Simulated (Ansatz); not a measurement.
Ge:

```
Ge
1.0
    -2.57449    2.57449    1.39741
     2.57449   -2.57449    1.39741
     2.57449    2.57449   -1.39741
Ge
2
Direct
  0.50000 0.50000 0.00000
  0.25000 0.75000 0.50000
```

This isn't the form of Ge at room conditions, which is diamond.

A run of Ansatz 0.2.0 on this cell left the log below. Logs are shortened: lines on timing, memory, paths and dates and some standing lists are left out, and cuts for length are marked.

```text
Warning: RAYON_NUM_THREADS=1 ignored (pool sized by the plan → 1); use --threads N
LAPW: plane waves up to 8.172 Å⁻¹, error target 1.0e-3 eV per atom; small_component_spin mean_spin; Ge in spheres of 1.334 Å, 22 of its electrons in bands, Dirac shells [] (how accurate: hamiltonian.pseudopotentials.lapw.basis_error, Limitations)
Engine: ansatz 0.2.0, aarch64-unknown-linux-gnu
Pseudopotentials: kind: all_electron
Pseudopotential: Ge, LAPW, valence charge 22, lapw/all_electron/scalar/gaussian/Ge, Koelling and Harmon's equation, gaussian nucleus
Functional definition: PBE
  parameter kappa = 0.804
  parameter beta = 0.06672455060314922
  exchange = pbe_x(kappa = kappa, mu = beta*pi^2/3)
  correlation = pbe_c(beta = beta)
Crystal: 2 atoms, lattice volume = 37.048 Å³
Basis set: ecut = 254.4162892721486 eV, 343 PW (Γ), FFT grids on a1+a2, a2, a3, exchange–correlation at level 2
Bands: 27, of which v1, the nominal top of the filled ones, is band 22 counted from 1 (21 counted from 0)
Symmetry: 16 space group operations
Space group: I41/amd (ITA 141), of the structure as read, at distance tolerance 3.3e-5 Å
k-points: 126 of 1331
Non-local potential: Ge, projectors of the file, none
Initial density: superposition of atomic densities (chi_scale 0.1, normalization cell)
Initial wavefunctions: plane waves of lowest kinetic energy (no species holds an atomic orbital)
Functional: x = pbe(κ = 0.804, μ = 0.2195149727645171), c = pbe(β = 0.06672455060314922)
iter 1 solved again at ethr=9.02e-5 eV; its pass at ethr=1.00e-1 eV (dr2=3.97e-2 eV) is discarded
SCF iter   1: F=—  HF=-114232.154779 eV  |F-HF|=—  |Δ(HF+E_count)|=         —  Δρ=1.35e-2  dr2=3.97e-2  ethr=9.02e-5  ⟨swp⟩=3.0  Hψ=22615  notcnv=0
preconditioner: auto → Kerker (q_TF=auto, 2.808 Å⁻¹)  [metal: Δε(μ)=0.007 eV  Ē_g=24.233 eV  σ=0.020 eV  W_gap=0.19  n_scr=16 (ndim 8)  ℏωp=32.3 eV  f_vac=0.000  D(μ)=2.70/eV (n_scr^D=36)]
SCF iter   2: F=—  HF=-114232.139246 eV  |F-HF|=—  |Δ(HF+E_count)|=   1.55e-2  Δρ=9.11e-3  dr2=2.12e-2  ethr=9.02e-5  ⟨swp⟩=2.0  Hψ=10466  notcnv=0
SCF iter   3: F=—  HF=-114232.140335 eV  |F-HF|=—  |Δ(HF+E_count)|=   1.09e-3  Δρ=5.45e-3  dr2=8.41e-3  ethr=4.81e-5  ⟨swp⟩=2.0  Hψ=9837  notcnv=0
SCF iter   4: F=—  HF=-114232.141555 eV  |F-HF|=—  |Δ(HF+E_count)|=   1.22e-3  Δρ=1.96e-3  dr2=1.44e-3  ethr=1.91e-5  ⟨swp⟩=2.0  Hψ=10361  notcnv=0
iter 5 solved again at ethr=1.35e-7 eV; its pass at ethr=3.27e-6 eV (dr2=5.92e-5 eV) is discarded
SCF iter   5: F=—  HF=-114232.141644 eV  |F-HF|=—  |Δ(HF+E_count)|=   8.91e-5  Δρ=3.61e-4  dr2=5.94e-5  ethr=1.35e-7  ⟨swp⟩=2.0  Hψ=16852  notcnv=0
SCF iter   6: F=—  HF=-114232.141657 eV  |F-HF|=—  |Δ(HF+E_count)|=   1.28e-5  Δρ=1.20e-4  dr2=6.03e-6  ethr=1.35e-7  ⟨swp⟩=2.1  Hψ=9842  notcnv=0
SCF iter   7: F=-114232.141659 eV  HF=-114232.141659 eV  |F-HF|=1.70e-8  |Δ(HF+E_count)|=   2.03e-6  Δρ=1.80e-5  dr2=7.95e-8  ethr=1.37e-8  ⟨swp⟩=3.0  Hψ=10169  notcnv=0
SCF 1 converged in 7 iterations: F = -114232.141659 eV  dr2 = 7.95e-8
SCF converged after 7 iterations
Free energy (F): -114232.141659 eV
Harris-Foulkes:  -114232.141659 eV  (|F-HF|=1.70e-8)
Internal energy: -114232.141217 eV  (E = F + TS)
E sigma→0 (E₀):  -114232.141438 eV
Entropy (-TS):   -0.000442 eV (-0.221 meV/atom)
Fermi energy:    12.956407 eV
--- Per-component energies (eV) ---
  E_band       = -1952.330338
  E_kinetic    = 116629.176759
  E_xc         = -4340.538542
  E_electrostatic = -226520.779434  (all electrons and nuclei)
  E_smearing   = -0.000442  (= −TS)
  E_closure    = 0.000000  (closes the sum)
  E_atoms      = -114223.599835  (free atoms, spherical and without spin; not in F)
  Σ components = -114232.141659   (vs F -114232.141659, Δ=0.00e0)
  Basis errors (estimates in eV, not in F): energy 3.3e-4 per atom: plane waves 3.1e-4 (1.7e-4 summed), levels above the bands 0.0e0, relativity 1.8e-8, radial functions 2.1e-5, core shells 2.6e-11; eigenvalues (radial functions only) 4.6e-6; not estimated: angular momenta, meshes, grids; target (lapw.basis_error) 1.0e-3; muffin-tin radii Ge 1.334 Å
--- Forces (eV/Å), atoms counted from 1 ---
  atom   1  Ge    -0.00000000     0.00000000     0.00000000
  atom   2  Ge     0.00000000     0.00000000     0.00000000
  max |Σ_I F_I| component: 1.30e-18 eV/Å
--- Stress (GPa, compression-positive) ---
        3.097057      -0.000000      -0.000000
       -0.000000       3.097057      -0.000000
       -0.000000      -0.000000       3.573337
  P = ⅓ Tr σ = 3.2558 GPa (32.558 kbar)
--- Band table (eV; the first three rows and the last of 126) ---
  k-point 0: bands = ["-150.8035", "-150.8030", "-97.9450", "-97.9449", "-97.9286", "-97.9286", "-97.9248", "-97.9248", "-11.8485", "-11.8039", "-11.7744", "-11.7717", "-11.6673", "-11.6673", "-11.6610", "-11.6610", "-11.5999", "-11.5322", "-0.3971", "8.8466", "10.5685", "10.5685", "16.1857", "20.5140", "20.5140", "21.0599", "21.2787"]
  k-point 1: bands = ["-150.8035", "-150.8030", "-97.9450", "-97.9449", "-97.9286", "-97.9286", "-97.9249", "-97.9249", "-11.8441", "-11.8047", "-11.7744", "-11.7704", "-11.6692", "-11.6650", "-11.6598", "-11.6593", "-11.6026", "-11.5369", "-0.3058", "8.0317", "10.6687", "11.1714", "16.6580", "19.5129", "20.0175", "21.1879", "21.3547"]
  k-point 2: bands = ["-150.8035", "-150.8030", "-97.9450", "-97.9449", "-97.9283", "-97.9283", "-97.9251", "-97.9251", "-11.8312", "-11.8067", "-11.7812", "-11.7589", "-11.6753", "-11.6593", "-11.6570", "-11.6545", "-11.6104", "-11.5499", "-0.0320", "6.6689", "10.9681", "11.9933", "17.9780", "18.0587", "18.9143", "20.9686", "21.2363"]
  k-point 125: bands = ["-150.8032", "-150.8032", "-97.9449", "-97.9449", "-97.9289", "-97.9289", "-97.9246", "-97.9245", "-11.8100", "-11.8096", "-11.6945", "-11.6831", "-11.6739", "-11.6702", "-11.6644", "-11.6573", "-11.6571", "-11.6549", "3.7433", "4.0765", "7.0439", "7.3802", "19.1035", "19.1128", "23.4262", "23.8102", "28.0621"]
```

**Question.** What input gives this log?

**Answer.** Single point with PBE, no spin polarisation. The files as run (others can give the same):

input.yaml
```yaml
crystal:
  lattice:
    - [-2.574489719, 2.574489719, 1.3974126432]
    - [2.574489719, -2.574489719, 1.3974126432]
    - [2.574489719, 2.574489719, -1.3974126432]
  atoms:
    - { symbol: Ge, position: [0.5, 0.5, 0.0] }
    - { symbol: Ge, position: [0.25, 0.75, 0.5] }
kpoints:
  mp_grid: { grid: [11, 11, 11] }
scf:
  occupations: { method: gaussian, width: 0.02 }
hamiltonian:
  xc: pbe
  pseudopotentials: { kind: all_electron, lapw: { basis_error: 0.001 } }
output:
  forces: true
  stress: true
  eigenvalues: true
```

Potentials or basis: all-electron LAPW, scalar-relativistic.
Launch:
```console
$ ansatz run input.yaml --threads 1 --pin off --max-ram 3072MiB --backend cpu --events-out ev --progress --plain --runs-dir out
```
